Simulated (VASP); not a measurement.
## I: relaxation of cell and atoms with PBE

I:

```
I
1.0
    -1.45385    1.51665    2.61300
     1.45385   -1.51665    2.61300
     1.45385    1.51665   -2.61300
I
1
Direct
  0.00000 0.00000 0.00000
```

- Program: VASP 6.6.1
- Task: relaxation of cell and atoms
- Functional: PBE
- Potentials or basis: VASP PAW PBE potentials, release 64 (I)
- Cutoff: 600 eV
- k mesh: 12 × 12 × 12
- Occupations: gaussian, width 0.03 eV
- Spin: no spin polarisation
- Target pressure: 32 GPa
- Further INCAR settings: ALGO = Normal; EDIFF = 1e-06; IBRION = 2; EDIFFG = -0.01; NSW = 90; ISIF = 3
- Target pressure: 32 GPa

```yaml
Relaxed_volume: 22.96 Å³/atom
Relaxed_cell: a = 3.304 Å, b = 3.304 Å, c = 3.304 Å, α = 125.70°, β = 125.70°, γ = 80.38°
Space_group_after_relaxing_to_0.05_Å: I4/mmm (No. 139)
Energy_change_on_relaxing_the_enthalpy_is_what_falls: +9.2 meV/atom
Ionic_steps: 19
Pressure_after_relaxing: 32.0 GPa
Band_gap_on_the_k_mesh: none (metal or under the smearing width)
```

Step by step:
| step | energy change (eV) | largest force (eV/Å) | pressure (GPa) | volume (Å³) |
| --- | --- | --- | --- | --- |
| 1 | 0.0000 | 0.0000 | 33.02 | 23.05 |
| 2 | -0.0976 | 0.0000 | 29.35 | 23.54 |
| 3 | -0.0481 | 0.0000 | 31.19 | 23.28 |
| 4 | -0.0289 | 0.0000 | 31.32 | 23.17 |
| 5 | 0.0391 | 0.0000 | 32.46 | 22.82 |
| 6 | -0.0026 | 0.0000 | 31.69 | 23.03 |
| 7 | 0.0158 | 0.0000 | 32.04 | 22.93 |
| 8 | 0.0094 | 0.0000 | 31.91 | 22.96 |
| 9 | 0.0115 | 0.0000 | 31.95 | 22.95 |
| 10 | 0.0205 | 0.0000 | 32.29 | 22.90 |
| 11 | 0.0198 | 0.0000 | 32.27 | 22.90 |
| 12 | 0.0034 | 0.0000 | 31.81 | 22.99 |
| 13 | 0.0113 | 0.0000 | 32.04 | 22.95 |
| 14 | 0.0085 | 0.0000 | 31.99 | 22.96 |
| 15 | 0.0082 | 0.0000 | 32.00 | 22.96 |
| 16 | 0.0077 | 0.0000 | 31.98 | 22.96 |
| 17 | 0.0080 | 0.0000 | 31.98 | 22.96 |
| 18 | 0.0081 | 0.0000 | 31.98 | 22.96 |
| 19 | 0.0092 | 0.0000 | 32.04 | 22.96 |

Final structure:
```
I
1.0
    -1.50781    1.50791    2.52420
     1.50781   -1.50791    2.52420
     1.50781    1.50791   -2.52420
I
1
Direct
  0.00000 0.00000 0.00000
```

Levels at points of the mesh, in eV from the Fermi level:
```
           k point  band 2  band 3  band 4  band 5  band 6  band 7
(0.00, 0.00, 0.00)    1.76    2.31    2.31    8.50   10.27   10.36
(0.50, 0.00, 0.00)   -8.33   -0.76    2.08    5.42    9.06   10.21
(0.00, 0.50, 0.00)   -8.33   -0.76    2.08    5.42    9.06   10.21
(0.50, 0.50, 0.00)   -7.12   -3.71   -1.93    2.47    3.49   16.17
(0.50, 0.50, 0.50)   -8.00   -0.78   -0.78    4.63    4.77   20.62
```

It took 2.8 min on 1 thread of Intel(R) Xeon(R) 6975P-C (Granite Rapids) (shared host), peak memory 0.2 GiB.

Caveat: the cell is relaxed towards a set pressure, so the enthalpy falls and the energy may rise; an odd number of electrons without spin polarisation forces a metal; a magnetic or distorted state may lie lower. Spin-orbit coupling is left out, which matters for the levels of I.
